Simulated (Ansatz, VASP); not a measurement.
**P: VASP beside Ansatz**

```
P
1.0
    -1.52642    1.52642    1.52642
     1.52642   -1.52642    1.52642
     1.52642    1.52642   -1.52642
P
1
Direct
  0.00000 0.00000 0.00000
```

Alike in both runs: task single point; functional PBE; k mesh 16 × 16 × 16; occupations fermi-dirac, width 0.1 eV; no spin polarisation.

|  | VASP | Ansatz |
| --- | --- | --- |
| version | VASP 6.6.1 | Ansatz 0.2.0 |
| potentials or method | VASP PAW PBE potentials, release 64 (P) | plane waves (420 eV) with PAW, scalar-relativistic |
| plane-wave cutoff (eV) | 520 | 420 |
| valence electrons in the cell | 5 | 5 |

```tsv
	VASP	Ansatz	Ansatz less VASP
pressure (GPa)	-0.2	0.0	+0.20
```
